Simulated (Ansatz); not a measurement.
Input and command of a plane-wave DFT calculation in Ansatz:

```yaml
crystal:
  lattice:
    - [3.8995487957, 0.0, 0.0]
    - [0.0, 3.8995487957, 0.0]
    - [0.0, 0.0, 3.0708502228]
  atoms:
    - { symbol: Mn, position: [0.0, 0.5, 0.0534488687], spin: 3.29 }
    - { symbol: Mn, position: [0.5, 0.0, 0.9465511313], spin: 3.29 }
    - { symbol: O, position: [0.5, 0.5, 0.0], spin: 0.14 }
    - { symbol: O, position: [0.0, 0.0, 0.0], spin: 0.14 }
basis:
  ecutwfc: 420
kpoints:
  mp_grid: { grid: [12, 12, 14] }
hamiltonian:
  xc: pbesol
scf:
  occupations: { method: gaussian, width: 0.1 }
output:
  forces: true
  stress: true
  eigenvalues: true
  populations: true
  write_density: true
  write_potential: true
  elf: true
  volumetric_format: npy
magnetization:
  spin_polarized: true
relax:
  adjacent_minimum: "off"
  f_tol: 0.01
  max_steps: 60
  cell: { stress_tol: 0.1 }
```

```bash
ansatz run input.yaml --threads 1 --pin off --max-ram 2560MiB --backend cpu --events-out ev --progress --plain --runs-dir out
```

Processor: Arm Neoverse V2, 1 thread, on a host shared with other jobs.

Q: Estimate time, memory and problem size.

A: About 6.7 min on 1 thread of Arm Neoverse V2, with other jobs on the host, peak memory 0.7 GiB. It solves 30 bands at 224 k points (the mesh reduced by symmetry) with about 881 plane waves (on the last cell), in 78 SCF iterations over 9 ionic steps.
